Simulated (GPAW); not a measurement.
# Al2Pt (Fm-3m) in GPAW: convergence with smearing width (eV)

Aim: find how far smearing width (eV) must go before the results for Al2Pt settle, at PBE. This setting moves, with any that are tied to it; all else stays.

Program: GPAW 26.7.0. These are calculated values, not measurements. Logs are shortened: lines on timing, memory, paths and dates and some standing lists are left out, and cuts for length are marked. The log counts tension as positive stress, the text compression.

### 1 The structure

Symmetry: Fm-3m, No. 225, cubic system. The conventional cell has a = 5.910 Å, b = 5.910 Å, c = 5.910 Å, α = 90.00°, β = 90.00°, γ = 90.00°. Pt (site symmetry m-3m) has 8 Al at 2.56 Å as nearest neighbours. Al (site symmetry -43m) has 4 Pt at 2.56 Å as nearest neighbours.

### 2 With smearing width (eV) 0.5

File run.py:

```python
from ase.dft.bandgap import bandgap
from ase.io import read, write
from ase.units import GPa
from gpaw import GPAW, PW

atoms = read('Al2Pt.xyz')

calc = GPAW(mode=PW(600),
            xc='PBE',
            kpts={'size': (8, 8, 8), 'gamma': True},
            occupations={'name': 'fermi-dirac', 'width': 0.5},
            nbands=23,
            convergence={'density': 1e-05, 'energy': 1e-05},
            maxiter=100,
            txt='gpaw.txt')
atoms.calc = calc
energy = atoms.get_potential_energy()
forces = atoms.get_forces()
stress = atoms.get_stress()
calc.write('gs.gpw')
write('result.traj', atoms)
print(f'Energy: {energy:.6f} eV')
print('Forces (eV/A):')
print(forces.round(4))
print('Stress (GPa):', (stress / GPa).round(3))
print('Fermi level:', round(calc.get_fermi_level(), 4), 'eV')
print(f'Gap: {bandgap(calc)[0]:.4f} eV, direct: {bandgap(calc, direct=True)[0]:.4f} eV')
```

File Al2Pt.xyz:

```xyz
3
Lattice="0.0000000000 2.9550000000 2.9550000000 2.9550000000 0.0000000000 2.9550000000 2.9550000000 2.9550000000 0.0000000000" Properties=species:S:1:pos:R:3 pbc="T T T"
Pt     0.0000000000      0.0000000000      0.0000000000
Al     4.4325000000      4.4325000000      4.4325000000
Al     1.4775000000      1.4775000000      1.4775000000
```

Potentials or basis: GPAW PAW data sets (gpaw-data 1.2.1), pw.

The run is started by

```console
$ OMP_NUM_THREADS=1 python run.py
```

Wall time 20 s (1 thread of Intel Xeon Platinum 8375C at 2.90GHz (Ice Lake), shared host); peak memory 0.17 GiB.

Results:

```yaml
Free_energy: -16.9388 eV
Pressure: 3.8 GPa
Band_gap_on_the_k_mesh: none (metal or under the smearing width)
```

### 3 With smearing width (eV) 0.3

Edit run.py of step 2 so:

```diff
@@ -10,3 +10,3 @@
             kpts={'size': (8, 8, 8), 'gamma': True},
-            occupations={'name': 'fermi-dirac', 'width': 0.5},
+            occupations={'name': 'fermi-dirac', 'width': 0.3},
             nbands=23,
```

Al2Pt.xyz is that of step 2.

Potentials or basis: GPAW PAW data sets (gpaw-data 1.2.1), pw.

The run is started by

```console
$ OMP_NUM_THREADS=1 python run.py
```

Run time: 17 s. Hardware: 1 thread of Intel Xeon Platinum 8375C at 2.90GHz (Ice Lake), shared host; peak memory 0.17 GiB.

Results:

```yaml
Free_energy: -16.6492 eV
Pressure: 3.3 GPa
Band_gap_on_the_k_mesh: none (metal or under the smearing width)
```

### 4 With smearing width (eV) 0.2

Edit run.py of step 3 so:

```diff
@@ -10,3 +10,3 @@
             kpts={'size': (8, 8, 8), 'gamma': True},
-            occupations={'name': 'fermi-dirac', 'width': 0.3},
+            occupations={'name': 'fermi-dirac', 'width': 0.2},
             nbands=23,
```

Al2Pt.xyz is that of step 3.

The run is started by

```console
$ OMP_NUM_THREADS=1 python run.py
```

Wall time 18 s (1 thread of Intel Xeon Platinum 8375C at 2.90GHz (Ice Lake), shared host); peak memory 0.17 GiB.

Results (log left out):

```yaml
Free_energy: -16.5512 eV
Pressure: 3.1 GPa
Band_gap_on_the_k_mesh: none (metal or under the smearing width)
```

### 5 With smearing width (eV) 0.15

Edit run.py of step 4 so:

```diff
@@ -10,3 +10,3 @@
             kpts={'size': (8, 8, 8), 'gamma': True},
-            occupations={'name': 'fermi-dirac', 'width': 0.2},
+            occupations={'name': 'fermi-dirac', 'width': 0.15},
             nbands=23,
```

Al2Pt.xyz is that of step 4.

The run is started by

```console
$ OMP_NUM_THREADS=1 python run.py
```

It took 18 s on 1 thread of Intel Xeon Platinum 8375C at 2.90GHz (Ice Lake), shared host; peak memory 0.17 GiB.

The run converged. Its results:

| Quantity | Value |
| --- | --- |
| Free energy | -16.5150 eV |
| Pressure | 3.0 GPa |
| Band gap on the k mesh | none (metal or under the smearing width) |

### 6 With smearing width (eV) 0.1

Edit run.py of step 5 so:

```diff
@@ -10,3 +10,3 @@
             kpts={'size': (8, 8, 8), 'gamma': True},
-            occupations={'name': 'fermi-dirac', 'width': 0.15},
+            occupations={'name': 'fermi-dirac', 'width': 0.1},
             nbands=23,
```

Al2Pt.xyz is that of step 5.

Potentials or basis: GPAW PAW data sets (gpaw-data 1.2.1), pw.

The run is started by

```console
$ OMP_NUM_THREADS=1 python run.py
```

It took 20 s on 1 thread of Intel Xeon Platinum 8375C at 2.90GHz (Ice Lake), shared host; peak memory 0.17 GiB.

Results (log left out):

```
Free energy            : -16.4879 eV
Pressure               : 3.0 GPa
Band gap on the k mesh : none (metal or under the smearing width)
```

### 7 With smearing width (eV) 0.05

Edit run.py of step 6 so:

```diff
@@ -10,3 +10,3 @@
             kpts={'size': (8, 8, 8), 'gamma': True},
-            occupations={'name': 'fermi-dirac', 'width': 0.1},
+            occupations={'name': 'fermi-dirac', 'width': 0.05},
             nbands=23,
```

Al2Pt.xyz is that of step 6.

The run is started by

```console
$ OMP_NUM_THREADS=1 python run.py
```

It took 18 s on 1 thread of Intel Xeon Platinum 8375C at 2.90GHz (Ice Lake), shared host; peak memory 0.17 GiB.

It converged, with:

| Item | Value |
| --- | --- |
| Free energy | -16.4703 eV |
| Pressure | 2.9 GPa |
| Band gap on the k mesh | none (metal or under the smearing width) |

### 8 With smearing width (eV) 0.025

Edit run.py of step 7 so:

```diff
@@ -10,3 +10,3 @@
             kpts={'size': (8, 8, 8), 'gamma': True},
-            occupations={'name': 'fermi-dirac', 'width': 0.05},
+            occupations={'name': 'fermi-dirac', 'width': 0.025},
             nbands=23,
```

Al2Pt.xyz is that of step 7.

The run is started by

```console
$ OMP_NUM_THREADS=1 python run.py
```

Wall time 17 s (1 thread of Intel Xeon Platinum 8375C at 2.90GHz (Ice Lake), shared host); peak memory 0.17 GiB.

It converged, with:

```
Free energy            : -16.4658 eV
Pressure               : 2.9 GPa
Band gap on the k mesh : none (metal or under the smearing width)
```

### 9 With smearing width (eV) 0.01

Edit run.py of step 8 so:

```diff
@@ -10,3 +10,3 @@
             kpts={'size': (8, 8, 8), 'gamma': True},
-            occupations={'name': 'fermi-dirac', 'width': 0.025},
+            occupations={'name': 'fermi-dirac', 'width': 0.01},
             nbands=23,
```

Al2Pt.xyz is that of step 8.

Potentials or basis: GPAW PAW data sets (gpaw-data 1.2.1), pw.

The run is started by

```console
$ OMP_NUM_THREADS=1 python run.py
```

gpaw.txt:

```text
__  _  _
 | _ |_)|_||  |
 |__||  | ||/\| - 26.7.0

Input parameters:
  mode=PW(ecut=600.0),
  convergence={'density': 1e-05, 'energy': 1e-05},
  kpts=MonkhorstPack(size=(8, 8, 8), gamma=True),
  maxiter=100,
  nbands=23,
  occupations=Occupations(name='fermi-dirac', width=0.01),
  xc=XC(name='PBE')

Diagonalizing LCAO Hamiltonian
Converting LCAO to pw mode

                     Al

            Al

       Pt

Atoms  # Å, Bohr magnetons
|   | symbol |        x |        y |        z |    initial magnetic moments |
|---|--------|----------|----------|----------|-----------------------------|
| 0 |     Pt | 0.000000 | 0.000000 | 0.000000 | ( 0.0000,  0.0000,  0.0000) |
| 1 |     Al | 4.432500 | 4.432500 | 4.432500 | ( 0.0000,  0.0000,  0.0000) |
| 2 |     Al | 1.477500 | 1.477500 | 1.477500 | ( 0.0000,  0.0000,  0.0000) |

Unit cell  # Å
| periodic |        x |        y |        z |  lengths |    angles |
|----------|----------|----------|----------|----------|-----------|
|      yes | 0.000000 | 2.955000 | 2.955000 | 4.179001 | 60.000000 |
|      yes | 2.955000 | 0.000000 | 2.955000 | 4.179001 | 60.000000 |
|      yes | 2.955000 | 2.955000 | 0.000000 | 4.179001 | 60.000000 |

Number of symmetries: 48
[... 51 lines left out ...]

BZ-sampling:
  Number of BZ points: 512
  Number of IBZ points: 29

  Monkhorst-Pack size: [8, 8, 8]
  Monkhorst-Pack shift: [0.0625, 0.0625, 0.0625]

K-points  # in reciprocal-cell coordinates
|     |                                coordinates |     weight |
|-----|--------------------------------------------|------------|
|   0 | (  0.00000000,   0.00000000,   0.00000000) | 0.00195312 |
|   1 | (  0.12500000,   0.12500000,   0.00000000) | 0.01171875 |
|   2 | (  0.12500000,   0.12500000,   0.12500000) | 0.01562500 |
|   3 | (  0.25000000,   0.12500000,   0.12500000) | 0.02343750 |
|   4 | (  0.25000000,   0.25000000,   0.00000000) | 0.01171875 |
|   5 | (  0.25000000,   0.25000000,   0.12500000) | 0.04687500 |
|   6 | (  0.25000000,   0.25000000,   0.25000000) | 0.01562500 |
|   7 | (  0.37500000,   0.25000000,  -0.37500000) | 0.04687500 |
|   8 | (  0.37500000,   0.25000000,   0.12500000) | 0.04687500 |
|   9 | (  0.37500000,   0.25000000,   0.25000000) | 0.04687500 |
| ... |                                            |            |
|  28 | (  0.50000000,   0.50000000,   0.50000000) | 0.00781250 |

Plane wave coefficients: 1759
Cutoff: 600.0 eV

Spin-components: 1 (collinear spins)
Bands:           23
Projectors:      16
Spin-degeneracy: 2
Datatype:        complex128

Parallelization:
  kpt:    1
  domain: 1
  band:   1

Density:
  Valence electrons: 22.0
  Components: 1
  Grid points: [24 24 24]
  Charge: 0.0  # |e|

Potential:
  Grid points: [24 24 24]

species:
  Pt:
    name:    Platinum
    Z:       78.0
    valence: 16
    core:    62
    charge:  0.0  # [|e|]
    compensation charges:
      type: gauss
      rc: 0.41  # [Å]
      lmax: 2
    cutoffs:
      filter: 2.26  # [Å]
      core: 2.26  # [Å]
    projectors
    | kind |    occ | energy [eV] | rcut [Å] |
    |------|--------|-------------|----------|
    |   6s |  1.000 |      -5.628 |    1.307 |
    |   5p |  6.000 |     -56.051 |    1.371 |
    |   6p |  0.000 |      -0.845 |    1.371 |
    |   5d |  9.000 |      -6.153 |    1.307 |
    |    s |        |      21.583 |    1.307 |
    |    d |        |      21.058 |    1.307 |

    Using partial waves for Pt as LCAO basis

  Al:
    name:    Aluminium
    Z:       13.0
    valence: 3
    core:    10
    charge:  0.0  # [|e|]
    compensation charges:
      type: gauss
      rc: 0.34  # [Å]
      lmax: 2
    cutoffs:
      filter: 1.91  # [Å]
      core: 2.36  # [Å]
    projectors
    | kind |    occ | energy [eV] | rcut [Å] |
    |------|--------|-------------|----------|
    |   3s |  2.000 |      -7.753 |    1.085 |
    |   3p |  1.000 |      -2.712 |    1.085 |
    |    s |        |      19.459 |    1.085 |
    |    p |        |      24.499 |    1.085 |
    |    d |        |       0.000 |    1.085 |

    Using partial waves for Al as LCAO basis

Reference energy: -513582.209297  # eV

eigensolver:
  PPCG
  Converge bands: occupied
  niter=2

density mixing:
  MSR1-Mixer
  Pratt-step length: 0.05
  Maximum mixing coefficient: 0.75
  Old densities: 10
  SVD Regularization: 0.005
  Good broyden scale: 1.0
  Trust region scale: 1.0
  Backstep threshold: 4.0
  History deletion threshold: 6.0
  Fourier metric: weight=20.0, sigma=0.015

occupation numbers:
  Fermi-Dirac:
    width: 0.0100  # eV

poisson solver:
  ecut: 4800.0  # eV

xc functional:
  name: PBE with 2 nearest neighbor stencil

convergence criteria:
- Maximum integral of absolute [dens]ity change: 1e-05 electrons / valence electron
- Maximum [total energy] change in last 3 cyles: 1e-05 eV / valence electron
- Maximum integral of absolute [eigenst]ate change: 4e-08 eV^2 / valence electron
maximum number of iterations: 100

SCF iterations
|iter     | |      energy | eigst |  dens |
|---------|-|-------------|-------|-------|
|iter:   1| |  -17.261734 | +0.37 |       |
|iter:   2| |  -17.017524 | -2.18 | -0.99 |
|iter:   3| |  -16.497810 | -1.79 | -1.04 |
|iter:   4| |  -16.471118 | -3.04 | -1.46 |
|iter:   5| |  -16.464415 | -3.23 | -1.78 |
|iter:   6| |  -16.464751 | -4.52 | -2.58 |
|iter:   7| |  -16.464823 | -4.99 | -3.06 |
|iter:   8| |  -16.464823c| -6.87 | -3.96 |
|iter:   9| |  -16.464823c| -7.11 | -4.25 |
|iter:  10| |  -16.464823c| -8.38c| -5.66c|

Converged in 10 steps
Energy contributions relative to reference atoms: (reference = -513582.209297)

Energy contributions:
  Kinetic:           2.553423
  Coulomb:          -2.414848
  Zero:             -0.415435
  External:          0.000000
  Xc:              -16.187861
  Entropy:          -0.000204
  Spinorbit:         0.000000
  ----------------------------
  Free energy:     -16.464925
  Extrapolated:    -16.464823

dipole moment: (-20.492461, -20.492461, -20.492461)  # |e|*Ang

Fermi level: 7.563
Eigenvalues  # (at kpt = [0.000, 0.000, 0.000])
| band index |      eig [eV] | occ [0-2] |
|------------|---------------|-----------|
|          0 |       -45.571 |     2.000 |
|          1 |       -45.571 |     2.000 |
|          2 |       -45.571 |     2.000 |
|          3 |        -2.579 |     2.000 |
|          4 |         2.590 |     2.000 |
|          5 |         2.590 |     2.000 |
[... 9 lines left out ...]
|         15 |        13.010 |     0.000 |
|         16 |        13.979 |     0.000 |
|        ... |               |           |
|         22 |        20.322 |     0.000 |

No gap
No difference between direct/indirect transitions

Forces  # eV/Ang
|        x |        y |        z |
|----------|----------|----------|
| -0.00000 |  0.00000 |  0.00000 |  # Pt   0
|  0.00000 |  0.00000 | -0.00000 |  # Al   1
| -0.00000 | -0.00000 | -0.00000 |  # Al   2

Stress tensor  # eV/Ang^3
|         x |         y |         z |
|-----------|-----------|-----------|
| -0.018165 |  0.000000 |  0.000000 |
|  0.000000 | -0.018165 |  0.000000 |
|  0.000000 |  0.000000 | -0.018165 |

# Writing to gs.gpw (mode='')
```

Run time: 17 s. Hardware: 1 thread of Intel Xeon Platinum 8375C at 2.90GHz (Ice Lake), shared host; peak memory 0.17 GiB.

What came out:

| Property | Result |
| --- | --- |
| Free energy | -16.4649 eV |
| Pressure | 2.9 GPa |
| Band gap on the k mesh | none (metal or under the smearing width) |

### 10 Summary

```csv
smearing width (eV),"energy less the tightest run, at zero smearing (meV/atom)",pressure (GPa),SCF cycles,CPU time (s),peak memory (GiB)
0.5,-12.25,3.78,10,20,0.17
0.3,-4.33,3.26,10,17,0.17
0.2,-1.73,3.09,10,18,0.17
0.15,-0.84,3.02,10,18,0.17
0.1,-0.20,2.97,10,20,0.17
0.05,0.21,2.93,10,17,0.17
0.025,0.12,2.91,10,17,0.17
0.01,0.00,2.91,10,17,0.17
```

Against the tightest run, the energy stays within 1 meV/atom from 0.15 on; the pressure stays within 0.1 GPa from 0.1 on. Narrower smearing needs a denser k mesh, so at a fixed mesh the narrowest width isn't the most accurate. The tightest run that finished is the yardstick and may itself not be fully converged.
